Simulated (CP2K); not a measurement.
# AlN (P6_3mc) in CP2K: notebook

The runs below take AlN through band structure, with PBE, LDA, PBEsol.

Everything below comes from runs of CP2K 2026.2. Logs are shortened: lines on timing, memory, paths and dates and some standing lists are left out, and cuts for length are marked.

**Measured values to compare with.**

“Structural and optical properties of self-assembled AlN nanowires grown on SiO2/Si substrates by molecular beam epitaxy”, 2024, arxiv:2402.00216 quotes, for a bulk crystal of AlN at 0 K: band gap 6.0343 eV (an exciton energy, a little under the gap).

How close the calculation comes is told below.

### Step 1. The crystal as given

The structure is hexagonal, space group P6_3mc (No. 186). Conventional cell: a = 3.113 Å, b = 3.113 Å, c = 4.981 Å, α = 90.00°, β = 90.00°, γ = 120.00°. Al (site symmetry 3m) is surrounded by 4 N at 1.89 Å. Around N (site symmetry 3m) lie 4 Al at 1.89 Å.

### Step 2. Band structure, PBE

Contents of aln_bands.inp:

```
&GLOBAL
  PROJECT aln_bands
  RUN_TYPE ENERGY_FORCE
  PRINT_LEVEL LOW
&END GLOBAL
&FORCE_EVAL
  METHOD QS
  STRESS_TENSOR ANALYTICAL
  &DFT
    BASIS_SET_FILE_NAME BASIS_MOLOPT_UZH
    POTENTIAL_FILE_NAME POTENTIAL_UZH
    &MGRID
      CUTOFF 450
      REL_CUTOFF 60
      NGRIDS 5
    &END MGRID
    &QS
      METHOD GPW
      EPS_DEFAULT 1.0E-10
    &END QS
    &KPOINTS
      SCHEME MONKHORST-PACK 10 10 6
      GAMMA_CENTERED T
      SYMMETRY T
      SYMMETRY_BACKEND SPGLIB
    &END KPOINTS
    &SCF
      SCF_GUESS ATOMIC
      EPS_SCF 1.0E-6
      MAX_SCF 100
      ADDED_MOS 14
      CHOLESKY OFF
      EPS_EIGVAL 1.0E-7
      &DIAGONALIZATION ON
        ALGORITHM STANDARD
      &END DIAGONALIZATION
      &MIXING ON
        METHOD BROYDEN_MIXING
        ALPHA 0.4
        BETA 1.5
        NBUFFER 8
      &END MIXING
      &SMEAR ON
        METHOD FERMI_DIRAC
        ELECTRONIC_TEMPERATURE 580.23
      &END SMEAR
    &END SCF
    &XC
      &XC_FUNCTIONAL
        &GGA_X_PBE
        &END GGA_X_PBE
        &GGA_C_PBE
        &END GGA_C_PBE
      &END XC_FUNCTIONAL
    &END XC
    &PRINT
      &KPOINTS ON
      &END KPOINTS
      &MULLIKEN ON
      &END MULLIKEN
      &MO ON
        ENERGIES T
        OCCUPATION_NUMBERS T
        &EACH
          QS_SCF 0
        &END EACH
        ADD_LAST NUMERIC
      &END MO
      &BAND_STRUCTURE
        FILE_NAME bands.bs
        ADDED_MOS 6
        &KPOINT_SET
          UNITS B_VECTOR
          NPOINTS 8
          SPECIAL_POINT GAMMA 0.00000000 0.00000000 0.00000000
          SPECIAL_POINT M 0.50000000 0.00000000 0.00000000
          SPECIAL_POINT K 0.33333333 0.33333333 0.00000000
          SPECIAL_POINT GAMMA 0.00000000 0.00000000 0.00000000
          SPECIAL_POINT A 0.00000000 0.00000000 0.50000000
          SPECIAL_POINT L 0.50000000 0.00000000 0.50000000
          SPECIAL_POINT H 0.33333333 0.33333333 0.50000000
          SPECIAL_POINT A 0.00000000 0.00000000 0.50000000
        &END KPOINT_SET
        &KPOINT_SET
          UNITS B_VECTOR
          NPOINTS 8
          SPECIAL_POINT L 0.50000000 0.00000000 0.50000000
          SPECIAL_POINT M 0.50000000 0.00000000 0.00000000
        &END KPOINT_SET
        &KPOINT_SET
          UNITS B_VECTOR
          NPOINTS 8
          SPECIAL_POINT K 0.33333333 0.33333333 0.00000000
          SPECIAL_POINT H 0.33333333 0.33333333 0.50000000
        &END KPOINT_SET
      &END BAND_STRUCTURE
    &END PRINT
  &END DFT
  &SUBSYS
    &CELL
      A 3.1130000000 0.0000000000 0.0000000000
      B -1.5565000000 2.6959370820 0.0000000000
      C 0.0000000000 0.0000000000 4.9810000000
      PERIODIC XYZ
    &END CELL
    &COORD
      SCALED
      Al  0.6666666667 0.3333333333 0.5000000000
      Al  0.3333333333 0.6666666667 0.0000000000
      N   0.6666666667 0.3333333333 0.8800000000
      N   0.3333333333 0.6666666667 0.3800000000
    &END COORD
    &KIND Al
      BASIS_SET TZVP-MOLOPT-PBE-GTH-q3
      POTENTIAL GTH-PBE-q3
    &END KIND
    &KIND N
      BASIS_SET TZVP-MOLOPT-PBE-GTH-q5
      POTENTIAL GTH-PBE-q5
    &END KIND
    &PRINT
      &ATOMIC_COORDINATES ON
      &END ATOMIC_COORDINATES
      &CELL ON
      &END CELL
    &END PRINT
  &END SUBSYS
  &PRINT
    &FORCES ON
    &END FORCES
    &STRESS_TENSOR ON
    &END STRESS_TENSOR
  &END PRINT
&END FORCE_EVAL
```

Potentials or basis: POTENTIAL_UZH Al GTH-PBE-q3, N GTH-PBE-q5; TZVP-MOLOPT-PBE-GTH basis.

Run with:

```sh
> OMP_NUM_THREADS=2 cp2k.psmp -i aln_bands.inp -o aln_bands.out
```

aln_bands.out:

```text

 CP2K| version string:                                       CP2K version 2026.2
 CP2K| Input file name                                             aln_bands.inp

 GLOBAL| Force Environment number                                              1
 GLOBAL| Basis set file name                                    BASIS_MOLOPT_UZH
 GLOBAL| Potential file name                                       POTENTIAL_UZH
 GLOBAL| MM Potential file name                                     MM_POTENTIAL
 GLOBAL| Coordinate file name                                      __STD_INPUT__
 GLOBAL| Method name                                                        CP2K
 GLOBAL| Project name                                                  aln_bands
 GLOBAL| Run type                                                   ENERGY_FORCE
 GLOBAL| FFT library                                                       FFTW3
[... 5 lines left out ...]
 GLOBAL| Global print level                                                  LOW
 GLOBAL| Total number of message passing processes                             1
 GLOBAL| Number of threads for this process                                    2
 GLOBAL| CPU model name                                                  UNKNOWN

 CELL| Volume [angstrom^3]:                                            41.802804
 CELL| Vector a [angstrom]:       3.113     0.000     0.000   |a| =     3.113000
 CELL| Vector b [angstrom]:      -1.556     2.696     0.000   |b| =     3.113000
 CELL| Vector c [angstrom]:       0.000     0.000     4.981   |c| =     4.981000
 CELL| Angle (b,c), alpha [degree]:                                    90.000000
 CELL| Angle (a,c), beta  [degree]:                                    90.000000
 CELL| Angle (a,b), gamma [degree]:                                   120.000000
 CELL| Numerically orthorhombic:                                              NO
 CELL| Periodicity                                                           XYZ

 CELL_REF| Volume [angstrom^3]:                                        41.802804
 CELL_REF| Vector a [angstrom     3.113     0.000     0.000   |a| =     3.113000
 CELL_REF| Vector b [angstrom    -1.556     2.696     0.000   |b| =     3.113000
 CELL_REF| Vector c [angstrom     0.000     0.000     4.981   |c| =     4.981000
 CELL_REF| Angle (b,c), alpha [degree]:                                90.000000
 CELL_REF| Angle (a,c), beta  [degree]:                                90.000000
 CELL_REF| Angle (a,b), gamma [degree]:                               120.000000
 CELL_REF| Numerically orthorhombic:                                          NO
 CELL_REF| Periodicity                                                       XYZ
[... 10 lines left out ...]

  Total number of            - Atomic kinds:                                   2
                             - Atoms:                                          4
                             - Shell sets:                                     4
                             - Shells:                                        28
                             - Primitive Cartesian functions:                 18
                             - Cartesian basis functions:                     72
                             - Spherical basis functions:                     68

  Maximum angular momentum of- Orbital basis functions:                        2
                             - Local part of the GTH pseudopotential:          2
                             - Non-local part of the GTH pseudopotential:      2

 MODULE QUICKSTEP: ATOMIC COORDINATES IN ANGSTROM

   Atom Kind Element         X             Y             Z       Z(eff)     Mass
      1    1 Al   13      1.556500      0.898646      2.490500   3.0000  26.9815
      2    1 Al   13     -0.000000      1.797291      0.000000   3.0000  26.9815
      3    2 N     7      1.556500      0.898646      4.383280   5.0000  14.0067
      4    2 N     7     -0.000000      1.797291      1.892780   5.0000  14.0067

[... 34 lines left out ...]

 MO| EIGENVALUES AND OCCUPATION NUMBERS FOR K POINT 1
 MO|
 MO|  Index      Eigenvalue [a.u.]        Eigenvalue [eV]             Occupation
 MO|      1              -0.254605              -6.928148               2.000000
 MO|      2              -0.245920              -6.691818               2.000000
 MO|      3               0.023454               0.638220               2.000000
 MO|      4               0.040446               1.100595               2.000000
 MO|      5               0.091292               2.484180               2.000000
 MO|      6               0.124981               3.400907               2.000000
[... 391 lines left out ...]
 MO|     21               1.069147              29.092971               0.000000
 MO|     22               1.111965              30.258101               0.000000
 MO| Sum:                                                              16.000000
 MO| E(Fermi):            0.255554 a.u.          6.953969 eV

 [... the levels of further k-points ...]

 !-----------------------------------------------------------------------------!
                     Mulliken Population Analysis

 #  Atom  Element  Kind  Atomic population                           Net charge
       1     Al       1          1.346754                              1.653246
       2     Al       1          1.346756                              1.653244
       3     N        2          6.653241                             -1.653241
       4     N        2          6.653249                             -1.653249
 # Total charge                             16.000000                  0.000000

 !-----------------------------------------------------------------------------!

 KPOINTS| Band Structure Calculation
 KPOINTS| Number of k-point sets                                               3
 KPOINTS| Number of added MOs/bands                                            6
 KPOINTS| Number of k-points in set    1                                      57
 KPOINTS| In units of b-vector [2pi/Bohr]
 KPOINTS| Special point     1       GAMMA     0.000000     0.000000     0.000000
 KPOINTS| Special point     2           M     0.500000     0.000000     0.000000
 KPOINTS| Special point     3           K     0.333333     0.333333     0.000000
 KPOINTS| Special point     4       GAMMA     0.000000     0.000000     0.000000
 KPOINTS| Special point     5           A     0.000000     0.000000     0.500000
 KPOINTS| Special point     6           L     0.500000     0.000000     0.500000
 KPOINTS| Special point     7           H     0.333333     0.333333     0.500000
 KPOINTS| Special point     8           A     0.000000     0.000000     0.500000
 KPOINTS| Number of k-points in set    2                                       9
 KPOINTS| In units of b-vector [2pi/Bohr]
 KPOINTS| Special point     1           L     0.500000     0.000000     0.500000
 KPOINTS| Special point     2           M     0.500000     0.000000     0.000000
 KPOINTS| Number of k-points in set    3                                       9
 KPOINTS| In units of b-vector [2pi/Bohr]
 KPOINTS| Special point     1           K     0.333333     0.333333     0.000000
 KPOINTS| Special point     2           H     0.333333     0.333333     0.500000

 ENERGY| Total FORCE_EVAL ( QS ) energy [hartree]            -24.255078881870208

 FORCES| Atomic forces [hartree/bohr]
 FORCES|   Atom     x               y               z               |f|
 FORCES|      1  1.54391451E-08  7.06419157E-09 -2.67424130E-03   2.67424130E-03
 FORCES|      2 -1.56825084E-08  7.27780927E-08 -2.67433778E-03   2.67433778E-03
 FORCES|      3  6.52670051E-08 -7.45679314E-08  2.10574915E-03   2.10574915E-03
 FORCES|      4 -6.50202384E-08 -5.27816987E-09  2.10575758E-03   2.10575759E-03
 FORCES| Sum     3.40349759E-12 -3.81701845E-12 -1.13707235E-03
 FORCES| Total atomic force                                       1.13707235E-03

 STRESS| Analytical stress tensor [bar]
 STRESS|                        x                   y                   z
 STRESS|      x        2.22959079632E+04  -5.66023240454E+00  -6.49731396977E-04
 STRESS|      y       -5.66023240454E+00   2.22907209853E+04   2.46264054848E-01
 STRESS|      z       -6.49731396977E-04   2.46264054848E-01   3.75304474654E+04
 STRESS| 1/3 Trace                                             2.73723588046E+04
 STRESS| Determinant                                           1.86523258209E+13

 STRESS| Eigenvectors and eigenvalues of the analytical stress tensor [bar]
 STRESS|                        1                   2                   3
 STRESS| Eigenvalues   2.22870883638E+04   2.22995405807E+04   3.75304474694E+04
 STRESS|      x           0.540115442664      0.841590938994     -0.000000048652
 STRESS|      y           0.841590938884     -0.540115442592      0.000016159367
 STRESS|      z          -0.000013573299      0.000008768869      0.999999999869
```

Wall time 63 s (2 threads of Arm Neoverse V1, shared host); peak memory 0.34 GiB.

What came out:

* Free energy: -660.0143 eV
* Pressure: 2.7 GPa
* Band gap on the k mesh: 4.24 eV, direct
* Band gap along the path: 4.24 eV, direct
* Mulliken charges: Al +1.65; N -1.65 e

Levels at the corners of the path, in eV from the valence-band top:
```tsv
point	band 5	band 6	band 7	band 8	band 9	band 10	band 11	band 12
Γ	-0.84	-0.18	-0.18	0.00	4.24	6.71	10.67	11.33
M	-3.35	-2.08	-1.78	-0.66	5.84	5.85	8.32	10.36
K	-3.77	-2.43	-2.39	-2.39	5.09	8.42	9.78	9.78
Γ	-0.84	-0.18	-0.18	0.00	4.24	6.71	10.67	11.33
A	-0.52	-0.52	-0.52	-0.52	6.49	6.49	10.43	10.43
L	-1.44	-1.44	-1.36	-1.36	5.35	5.35	9.34	9.34
H	-3.86	-3.86	-0.79	-0.79	7.48	7.48	7.89	7.89
A	-0.52	-0.52	-0.52	-0.52	6.49	6.49	10.43	10.43
L	-1.44	-1.44	-1.36	-1.36	5.35	5.35	9.34	9.34
M	-3.35	-2.08	-1.78	-0.66	5.84	5.85	8.32	10.36
K	-3.77	-2.43	-2.39	-2.39	5.09	8.42	9.78	9.78
H	-3.86	-3.86	-0.79	-0.79	7.48	7.48	7.89	7.89
```

Caveat: Mulliken charges move with the basis; the basis of atomic orbitals isn't converged, which shifts pressures, moduli and gaps.

[end of part 1 of 2]
